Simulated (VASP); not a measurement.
# AlN (P6_3/mmc) in VASP: notebook

Runs on AlN. Level: PBEsol. Tasks: single point.

Everything below comes from runs of VASP 6.6.1. Logs are shortened: lines on timing, memory, paths and dates and some standing lists are left out, and cuts for length are marked.

### Step 1. The structure

Symmetry: P6_3/mmc, No. 194, hexagonal system. The conventional cell has a = 3.312 Å, b = 3.312 Å, c = 4.188 Å, α = 90.00°, β = 90.00°, γ = 120.00°. Around Al (site symmetry -6m2) lie 5 N at 1.91 to 2.09 Å. N (site symmetry -6m2) has 5 Al at 1.91 to 2.09 Å as nearest neighbours.

Measurements of this composition are mostly on another form, of space group No. 186.

### Step 2. Single point, PBEsol

Contents of INCAR:

```
PREC     = Accurate       # precision mode
ENCUT    = 550            # plane-wave cutoff, eV
EDIFF    = 1E-6           # SCF threshold, eV
ISMEAR   = 0              # smearing method
SIGMA    = 0.05           # smearing width, eV
LREAL    = False          # projectors in reciprocal space
LASPH    = True           # aspherical terms in the spheres
NELM     = 100            # most SCF steps
ALGO     = Normal         # electronic algorithm
ISIF     = 2              # what is computed and relaxed
LWAVE    = False          # write WAVECAR
LCHARG   = False          # write CHGCAR
GGA      = PS             # functional
ADDGRID  = False
```

Contents of KPOINTS:

```
regular mesh
0
Gamma
  2 2 2
```

Contents of POSCAR:

```
AlN
1.0
    3.3121157418      0.0000000000      0.0000000000
   -1.6560578709      2.8683763727      0.0000000000
    0.0000000000      0.0000000000      4.1875630000
Al N
2 2
Direct
    0.6666666667      0.3333333333      0.2500000000
    0.3333333333      0.6666666667      0.7500000000
    0.6666666667      0.3333333333      0.7500000000
    0.3333333333      0.6666666667      0.2500000000
```

Potentials or basis: VASP PAW PBE potentials, release 64 (Al, N).

On the command line:

```bash
cat potpaw_PBE.64/Al/POTCAR potpaw_PBE.64/N/POTCAR > POTCAR
mpirun -np 1 vasp_std > vasp.out
```

OUTCAR:

```text
PREC = Accurate
   ENCUT = 550
   EDIFF = 1E-6
   ISMEAR = 0
   LREAL = False
   LASPH = True
   NELM = 100
   ISIF = 2
   GGA = PS

 Found      4 irreducible k-points:

 Following reciprocal coordinates:
            Coordinates               Weight
  0.000000  0.000000  0.000000      1.000000
  0.500000  0.000000  0.000000      3.000000
  0.000000  0.000000  0.500000      1.000000
  0.500000  0.000000  0.500000      3.000000
   k-points           NKPTS =      4   k-points in BZ     NKDIM =      4   number of bands    NBANDS=     12
   number of dos      NEDOS =    301   number of ions     NIONS =      4
   total plane-waves  NPLWV =  25088
   dimension x,y,z NGX =    28 NGY =   28 NGZ =   32
   dimension x,y,z NGXF=    56 NGYF=   56 NGZF=   64
   ions per type =               2   2
   NGX,Y,Z   is equivalent  to a cutoff of  14.05, 14.05, 12.70 a.u.
   NGXF,Y,Z  is equivalent  to a cutoff of  28.11, 28.11, 25.41 a.u.
 SYSTEM =  unknown system
   PREC   = accura    normal or accurate (medium, high low for compatibility)
   ISTART =      0    job   : 0-new  1-cont  2-samecut
   ICHARG =      2    charge: 1-file 2-atom 10-const
   ISPIN  =      1    spin polarized calculation?
   LNONCOLLINEAR =      F non collinear calculations
   LSORBIT =      F    spin-orbit coupling
   LASPH  =      T    aspherical Exc in radial PAW
   ENCUT  =  550.0 eV  40.42 Ry    6.36 a.u.   6.33  6.33  8.01*2*pi/ulx,y,z
   NELM   =    100;   NELMIN=  2; NELMDL= -5     # of ELM steps
   EDIFF  = 0.1E-05   stopping-criterion for ELM
   LREAL  =      F    real-space projection
   EDIFFG = 0.1E-04   stopping-criterion for IOM
   NSW    =      0    number of steps for IOM
   IBRION =     -1    ionic relax: 0-MD 1-quasi-New 2-CG
   NFREE  =      0    steps in history (QN), initial steepest desc. (CG)
   ISIF   =      2    stress and relaxation
   ISYM   =      2    0-nonsym 1-usesym 2-fastsym
   POTIM  = 0.5000    time-step for ionic-motion
   TEBEG  =    0.0;   TEEND  =   0.0 temperature during run
   PSTRESS=    0.0 pullay stress
   NELECT =      16.0000    total number of electrons
   NUPDOWN=      -1.0000    fix difference up-down
   EMIN   =  10.00;   EMAX   =-10.00  energy-range for DOS
   EFERMI =   0.00;   METHOD = LEGACY
   ISMEAR =     0;   SIGMA  =   0.05  broadening in eV -4-tet -1-fermi 0-gaus
   EFERMI_NEDOS =   21; number of points for ismear=-14 and -15
   IALGO  =     38    algorithm
   IMIX   =      4    mixing-type and parameters
     AMIX     =   0.40;   BMIX     =  1.00
     AMIX_MAG =   1.60;   BMIX_MAG =  1.00
  volume/ion in A,a.u.               =       9.95        67.12
  Fermi-wavevector in a.u.,A,eV,Ry     =   1.208409  2.283561 19.867927  1.460251
  Thomas-Fermi vector in A             =   2.344017
   LORBIT       =      0    0 simple, 1 ext, 2 COOP (PROOUT), +10 PAW based schemes
   GGA     = PS    functional components
   LHFCALC =     F    Hartree Fock is set to
   AEXX    =    0.0000 exact exchange contribution
   IVDW    =     0    specifies the selected vdW correction
   LEPSILON=     F    determine dielectric tensor
   LRPA    =     F    only Hartree local field effects (RPA)
 non-spin polarized calculation
 Gauss-broadening in eV      SIGMA  =   0.05
  energy-cutoff  :      550.00
  volume of cell :       39.78
 maximum number of plane-waves:      1193
 NGX is ok and might be reduce to    28
   NGX = 13   NGY = 13   NGZ = 17

 number of electron      16.0000000 magnetization

 Free energy of the ion-electron system (eV)
  ---------------------------------------------------
  ext. energy  EPLUGINS =         0.00000000
  ---------------------------------------------------
  free energy    TOTEN  =       -30.41492055 eV

  energy without entropy =      -30.41492055  energy(sigma->0) =      -30.41492055

 E-fermi :   8.1819     XC(G=0): -11.3369

 val. band max:        7.9233052983   @ k =   0.0000   0.0000   0.0000
 cond. band min:      11.0904258947   @ k =   0.0000   0.0000   0.0000
 fundamental gap:      3.1671205964
 Fermi energy:         8.1818945306

 k-point     1 :       0.0000    0.0000    0.0000
  band No.  band energies     occupation
      1      -8.8469      2.00000
      2      -5.1471      2.00000
      3       0.9668      2.00000
      4       4.6546      2.00000
      5       4.6546      2.00000
      6       6.3341      2.00000
      7       6.3341      2.00000
      8       7.9233      2.00000
      9      11.0904      0.00000
     10      12.2112      0.00000
     11      16.0086      0.00000
     12      16.0086      0.00000

 k-point     2 :       0.5000    0.0000    0.0000
  band No.  band energies     occupation
      1      -6.9594      2.00000
      2      -5.7896      2.00000
      3       1.4094      2.00000
      4       3.1342      2.00000
      5       3.4224      2.00000
      6       3.5978      2.00000
      7       4.9850      2.00000
      8       6.4932      2.00000
      9      11.6282      0.00000
     10      14.9190      0.00000
     11      14.9268      0.00000
     12      16.9459      0.00000

 k-point     3 :       0.0000    0.0000    0.5000
  band No.  band energies     occupation
      1      -7.4025      2.00000
      2      -7.4025      2.00000
      3       4.1715      2.00000
      4       4.1715      2.00000
      5       5.4550      2.00000
      6       5.4550      2.00000
      7       5.4550      2.00000
      8       5.4550      2.00000
      9      13.4633      0.00000
     10      13.4633      0.00000
     11      16.1898      0.00000
     12      16.1898      0.00000

 k-point     4 :       0.5000    0.0000    0.5000
  band No.  band energies     occupation
      1      -6.2152      2.00000
      2      -6.2152      2.00000
      3       0.6054      2.00000
      4       0.6054      2.00000
      5       4.6712      2.00000
      6       4.6712      2.00000
      7       6.1608      2.00000
      8       6.1608      2.00000
      9      12.8418      0.00000
     10      12.8418      0.00000
     11      17.0368      0.00000
     12      17.0368      0.00000

------------------------ aborting loop because EDIFF is reached ----------------------------------------

  FORCE on cell =-STRESS in cart. coord.  units (eV):
  Direction    XX          YY          ZZ          XY          YZ          ZX
  --------------------------------------------------------------------------------------
  -------------------------------------------------------------------------------------
  Total        0.1170748      0.1170748     -3.4749922      0.0000000      0.0000000     -0.0000000
  in kB        4.7148852      4.7148852   -139.9462998      0.0000000      0.0000000     -0.0000000
  external PRESSURE =     -43.5055098 kB  Pullay stress =       0.0000000 kB

 VOLUME and BASIS-vectors are now :
 -----------------------------------------------------------------------------
  energy-cutoff  :      550.00
  volume of cell :       39.78
      direct lattice vectors                 reciprocal lattice vectors
     3.312115742  0.000000000  0.000000000     0.301921816  0.174314642  0.000000000
    -1.656057871  2.868376373  0.000000000     0.000000000  0.348629284  0.000000000
     0.000000000  0.000000000  4.187563000     0.000000000  0.000000000  0.238802377

 POSITION                                       TOTAL-FORCE (eV/Angst)
 -----------------------------------------------------------------------------------
      1.65606      0.95613      1.04689        -0.000000     -0.000000      0.000000
     -0.00000      1.91225      3.14067         0.000000      0.000000      0.000000
      1.65606      0.95613      3.14067         0.000000     -0.000000      0.000000
     -0.00000      1.91225      1.04689        -0.000000      0.000000      0.000000
 -----------------------------------------------------------------------------------
    total drift:                               -0.000000     -0.000000     -0.000000

  FREE ENERGIE OF THE ION-ELECTRON SYSTEM (eV)
  ---------------------------------------------------
  free  energy   TOTEN  =       -30.4149205489 eV

  energy  without entropy=      -30.4149205489  energy(sigma->0) =      -30.41492055
```

Run time: 2.6 s. Hardware: 1 thread of Intel Xeon 6975P-C (Granite Rapids), shared host; peak memory 0.14 GiB.

The run converged, but some of its settings lie outside the range that counts as converged, so its numbers aren't taken as properties of the crystal.

What came out:

```yaml
Free_energy: -30.4149 eV
Pressure: -4.4 GPa
Band_gap_on_the_k_mesh: 3.17 eV, direct
```

Caveat: the k mesh is coarse (spacing up to 1.10 Å⁻¹), so the values aren't converged; the PAW data sets were made with another functional, which shifts forces and pressure a little.

### Step 3. Single point, PBEsol

INCAR is that of step 2.

KPOINTS is that of step 2.

Contents of POSCAR:

```
AlN
1.0
    3.3121157418      0.0000000000      0.0000000000
   -1.6560578709      2.8683763727      0.0000000000
    0.0000000000      0.0000000000      4.1875630000
Al N
2 2
Direct
    0.6237580000      0.3299140000      0.2556100000
    0.3117670000      0.6288490000      0.7350250000
    0.6903480000      0.3199170000      0.7468030000
    0.3351220000      0.6696830000      0.2481240000
```

Potentials or basis: VASP PAW PBE potentials, release 64 (Al, N).

On the command line:

```bash
cat potpaw_PBE.64/Al/POTCAR potpaw_PBE.64/N/POTCAR > POTCAR
mpirun -np 1 vasp_std > vasp.out
```

OUTCAR:

```text
PREC = Accurate
   ENCUT = 550
   EDIFF = 1E-6
   ISMEAR = 0
   LREAL = False
   LASPH = True
   NELM = 100
   ISIF = 2
   GGA = PS

 Found      8 irreducible k-points:

 Following reciprocal coordinates:
            Coordinates               Weight
  0.000000  0.000000  0.000000      1.000000
  0.500000  0.000000  0.000000      1.000000
  0.000000  0.500000  0.000000      1.000000
  0.500000  0.500000  0.000000      1.000000
[... 170 lines left out ...]

  FORCE on cell =-STRESS in cart. coord.  units (eV):
  Direction    XX          YY          ZZ          XY          YZ          ZX
  --------------------------------------------------------------------------------------
  -------------------------------------------------------------------------------------
  Total        1.9628509      0.4838199     -3.1384003      0.2399742      0.0840016     -0.2473687
  in kB       79.0487304     19.4845911   -126.3909355      9.6643403      3.3829472     -9.9621340
  external PRESSURE =      -9.2858713 kB  Pullay stress =       0.0000000 kB

 VOLUME and BASIS-vectors are now :
 -----------------------------------------------------------------------------
  energy-cutoff  :      550.00
  volume of cell :       39.78
      direct lattice vectors                 reciprocal lattice vectors
     3.312115742  0.000000000  0.000000000     0.301921816  0.174314642  0.000000000
    -1.656057871  2.868376373  0.000000000     0.000000000  0.348629284  0.000000000
     0.000000000  0.000000000  4.187563000     0.000000000  0.000000000  0.238802377

 POSITION                                       TOTAL-FORCE (eV/Angst)
 -----------------------------------------------------------------------------------
      1.51960      0.94632      1.07038         2.491882     -0.419888     -0.618869
     -0.00880      1.80378      3.07796         1.626897      1.567658      0.650437
      1.75671      0.91764      3.12728        -2.639199     -0.992906     -0.110201
      0.00093      1.92090      1.03903        -1.479580     -0.154864      0.078633
 -----------------------------------------------------------------------------------
    total drift:                               -0.000005     -0.000122     -0.000091

  FREE ENERGIE OF THE ION-ELECTRON SYSTEM (eV)
  ---------------------------------------------------
  free  energy   TOTEN  =       -30.0254366941 eV

  energy  without entropy=      -30.0254366941  energy(sigma->0) =      -30.02543669
```

OSZICAR:

```text
N       E                     dE             d eps       ncg     rms          rms(c)
DAV:   1     0.585581603534E+02    0.58558E+02   -0.79574E+03   192   0.127E+03
DAV:   2    -0.297300147051E+02   -0.88288E+02   -0.79513E+02   304   0.231E+02
DAV:   3    -0.345205999718E+02   -0.47906E+01   -0.47391E+01   248   0.570E+01
DAV:   4    -0.345669487613E+02   -0.46349E-01   -0.46318E-01   236   0.649E+00
DAV:   5    -0.345676099513E+02   -0.66119E-03   -0.66107E-03   252   0.805E-01    0.116E+01
DAV:   6    -0.301217300879E+02    0.44459E+01   -0.15888E+01   232   0.299E+01    0.412E+00
DAV:   7    -0.300682975365E+02    0.53433E-01   -0.69511E-01   212   0.613E+00    0.282E+00
DAV:   8    -0.300312567452E+02    0.37041E-01   -0.10776E-01   220   0.333E+00    0.593E-01
DAV:   9    -0.300252693887E+02    0.59874E-02   -0.22689E-02   252   0.116E+00    0.271E-01
DAV:  10    -0.300253913965E+02   -0.12201E-03   -0.11871E-03   208   0.285E-01    0.668E-02
DAV:  11    -0.300254354878E+02   -0.44091E-04   -0.65446E-05   256   0.789E-02    0.156E-02
DAV:  12    -0.300254367346E+02   -0.12469E-05   -0.39360E-06   208   0.204E-02    0.917E-03
DAV:  13    -0.300254366941E+02    0.40526E-07   -0.86063E-07   144   0.944E-03
   1 F= -.30025437E+02 E0= -.30025437E+02  d E =-.544159E-15
```

stdout:

```text
POSCAR found type information on POSCAR AlN
 POSCAR found :  2 types and       4 ions
 scaLAPACK will be used
 -----------------------------------------------------------------------------
|                                                                             |
|                                                                             |
|     You enforced a specific xc type in the INCAR file but a different       |
|     I HOPE YOU KNOW WHAT YOU ARE DOING!                                     |
|                                                                             |
 -----------------------------------------------------------------------------

 LDA part: xc-table for (Slater+PW92), standard interpolation
 POSCAR, INCAR and KPOINTS ok, starting setup
 FFT: planning ... GRIDC
 FFT: planning ... GRID_SOFT
 FFT: planning ... GRID
 WAVECAR not read
 entering main loop
```

Run time: 3.5 s. Hardware: 1 thread of Intel Xeon 6975P-C (Granite Rapids), shared host; peak memory 0.15 GiB.

The run converged, but some of its settings lie outside the range that counts as converged, so its numbers aren't taken as properties of the crystal.

Results:

```
Free energy            : -30.0254 eV
Pressure               : -0.9 GPa
Largest force          : 2.822 eV/Å
Band gap on the k mesh : 3.07 eV, direct
```

Caveat: the k mesh is coarse (spacing up to 1.10 Å⁻¹), so the values aren't converged; the PAW data sets were made with another functional, which shifts forces and pressure a little.

[end of part 1 of 2]
